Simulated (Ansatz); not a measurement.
**One structure, 4 elements: MgO, CaO, SrO, BaO**

Plane-wave DFT in Ansatz with scalar-relativistic PAW potentials, cutoff 420 eV, Γ-centred meshes chosen by cell and gap, Gaussian smearing with energies taken to zero width. Every cell was relaxed (cell and atoms) in a run of its own, within the symmetry of its start. Functional: PBEsol.

All members share space group Fm-3m and the same sites; only the element on one set of sites changes (Mg, Ca, Sr, Ba). Members needn't be the stable form of their composition. Energies over the elements, where given, are against the elements' standard states in the same functional (H₂, N₂, O₂ and halogens uncorrected, Hg as a solid). The first member:

Space group Fm-3m (No. 225). a = 4.214 Å, b = 4.214 Å, c = 4.214 Å, α = 90.00°, β = 90.00°, γ = 90.00°
| atom | site | symmetry | x | y | z |
| --- | --- | --- | --- | --- | --- |
| Mg | 4a | m-3m | 0.0000 | 0.0000 | 0.0000 |
| O | 4b | m-3m | 0.5000 | 0.0000 | 0.0000 |

| compound | V (Å³/atom) | a (Å) | gap on mesh (eV) | energy over elements (eV/atom) |
| --- | --- | --- | --- | --- |
| MgO | 9.35 | 4.214 | 4.62 | -2.769 |
| SrO | 16.80 | 5.123 | 3.20 | -2.810 |
| BaO | 20.69 | 5.490 | 1.84 | -2.598 |

Question: Predict the member with Ca.

Answer: V (Å³/atom) 13.54, a (Å) 4.767, gap on mesh (eV) 3.54, energy over elements (eV/atom) -3.044. Interpolating linearly in period between Mg and Sr would give 13.08 Å³/atom (3.4 % too small) and a gap of 3.91 eV, with -2.790 eV/atom over the elements. Over the whole series the volume grows at each step down the group; the gap narrows; binding against the elements is strongest for Ca.

Spin-orbit coupling is left out, which matters for the bands of heavy elements.